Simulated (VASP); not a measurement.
**HfN under changes of volume**

One of the cells (14.530 Å³/atom); the others are scaled copies at fixed shape and fractional positions:

```xyz
2
Lattice="0.0000 2.4402 2.4402 2.4402 0.0000 2.4402 2.4402 2.4402 0.0000" Properties=species:S:1:pos:R:3 pbc="T T T"
Hf    0.0000    0.0000    0.0000
N     1.2201    1.2201    1.2201
```

The cell comes from a database or a generator and needn't be the stable form of this composition.

| Quantity | Value |
| --- | --- |
| Program | VASP 6.6.1 |
| Functional | r2SCAN |
| Potentials or basis | VASP PAW PBE potentials, release 64 (Hf_pv, N) |
| Cutoff | 520 eV |
| k mesh | 8 × 8 × 8 |
| Occupations | fermi-dirac, width 0.05 eV |
| Spin | no spin polarisation |

| volume (Å³/atom) | energy over the lowest point (meV/atom) | pressure (GPa) |
| --- | --- | --- |
| 13.948 | ? | ? |
| 14.239 | 4.05 | 4.4 |
| 14.530 | 0.00 | -0.1 |
| 14.820 | 3.65 | -3.8 |
| 15.111 | 14.33 | -7.4 |

Q: What does the run at 13.948 Å³/atom give?

A: Energy over the lowest point 16.59 meV/atom; pressure 9.3 GPa.

Worked out: A Birch-Murnaghan fit of order 2 (a polynomial in V^(-2/3)) to the other rows has its minimum at 14.53 Å³/atom with B0 = V·E''(V) = 213 GPa. It gives 16.67 meV/atom at 13.948 Å³/atom, against the run's 16.59, and -dE/dV = 9.5 GPa, against 9.3.

Energies are extrapolated to zero smearing.

Caveats: the PAW data sets were made with another functional, which shifts forces and pressure a little.
